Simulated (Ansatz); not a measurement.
# TiC: the cost of one run

Program: Ansatz 0.2.0. Level of theory: DFT PBE, scalar-relativistic. These are calculated values, not measurements.

**1. The system as given**

It takes space group Fm-3m (No. 225, cubic). The conventional cell has a = 4.328 Å, b = 4.328 Å, c = 4.328 Å, α = 90.00°, β = 90.00°, γ = 90.00°. Ti (site symmetry m-3m) has 6 C at 2.16 Å as nearest neighbours. Around C (site symmetry m-3m) lie 6 Ti at 2.16 Å.

As a file:

```cif
data_structure
_symmetry_space_group_name_H-M 'Fm-3m'
_symmetry_Int_Tables_number 225
_cell_length_a 4.3280
_cell_length_b 4.3280
_cell_length_c 4.3280
_cell_angle_alpha 90.000
_cell_angle_beta 90.000
_cell_angle_gamma 90.000
_cell_volume 81.07
loop_
_atom_site_label
_atom_site_type_symbol
_atom_site_symmetry_multiplicity
_atom_site_Wyckoff_symbol
_atom_site_fract_x
_atom_site_fract_y
_atom_site_fract_z
_atom_site_occupancy
Ti1 Ti 4 a 0.00000 0.00000 0.00000 1
C1 C 4 b 0.50000 0.00000 0.00000 1
```

The file gives the conventional cell by its symmetry; the runs use the cell typed in the input.

Atoms are numbered in the order of the input: Ti1, C2.

**2. After the deformation**

Space group Fm-3m before, R-3m after.

**3. Full-potential LAPW**

Input file input.yaml:

```yaml
crystal:
  lattice:
    - [-0.04328, 2.14236, 2.14236]
    - [2.14236, -0.04328, 2.14236]
    - [2.14236, 2.14236, -0.04328]
  atoms:
    - { symbol: Ti, position: [0.0, 0.0, 0.0] }
    - { symbol: C, position: [0.5, 0.5, 0.5] }
kpoints:
  mp_grid: { grid: [16, 16, 16] }
  band_path:
    path:
      - [0.0, 0.0, 0.0]
      - [0.5, 0.5, 0.5]
      - [0.2551801333, 0.5, 0.7448198667]
      - [-0.2551801333, 0.2551801333, 0.5]
      - [0.0, 0.0, 0.5]
      - [0.0, 0.0, 0.0]
      - [-0.3775900666, 0.0, 0.3775900666]
      - [0.0, 0.3775900666, 0.6224099334]
      - [0.0, 0.5, 0.5]
    npoints: 5
scf:
  occupations: { method: fermi_dirac, width: 0.03 }
hamiltonian:
  xc: pbe
  pseudopotentials: { kind: all_electron, lapw: { basis_error: 0.001 } }
output:
  forces: true
  stress: true
  eigenvalues: true
```

On the command line:

```console
$ ansatz run input.yaml --threads 1 --pin off --max-ram 3072MiB --backend cpu --events-out ev --progress --plain --runs-dir out
```

What time and memory should one allow on 1 thread of Arm Neoverse V2, shared host?

About 50 s, with a peak of 0.77 GiB.
